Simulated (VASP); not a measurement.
A run of VASP 6.6.1:

INCAR

```
PREC = Accurate ; ENCUT = 520
EDIFF = 1E-8 ; ISMEAR = -1
SIGMA = 0.05 ; LREAL = Auto
LASPH = T ; NELM = 100
ALGO = Normal ; ISIF = 2
LWAVE = F ; LCHARG = F
ISPIN = 2 ; MAGMOM = 1
LORBIT = 11 ; LMAXMIX = 4
LDIPOL = T ; IDIPOL = 3
DIPOL = 0.5 0.5 0.294 ; ISYM = 0
```

The input KPOINTS:

```
Automatic mesh
0
Gamma
  9 9 1
```

Contents of POSCAR:

```
Ni
1.0
    2.2591100000      0.0000000000      0.0000000000
    0.0000000000      2.2591100000      0.0000000000
    0.0000000000      0.0000000000     23.8000000000
Ni
1
Direct
    0.5000000000      0.5000000000      0.2941200000
```

Potentials or basis: VASP PAW LDA potentials, release 64 (Ni).

Command:

```console
$ cat potpaw_LDA.64/Ni/POTCAR > POTCAR
$ mpirun -np 1 vasp_std > vasp.out
```

Hardware: 1 thread of Intel(R) Xeon(R) Platinum 8488C (Sapphire Rapids) (shared host).

Problem. How long does it take, and how much memory?

Solution. Run time: 3.9 min on 1 thread of Intel(R) Xeon(R) Platinum 8488C (Sapphire Rapids), on a shared host, peak memory 0.22 GiB. Counts: scf iterations 32, k points 41.
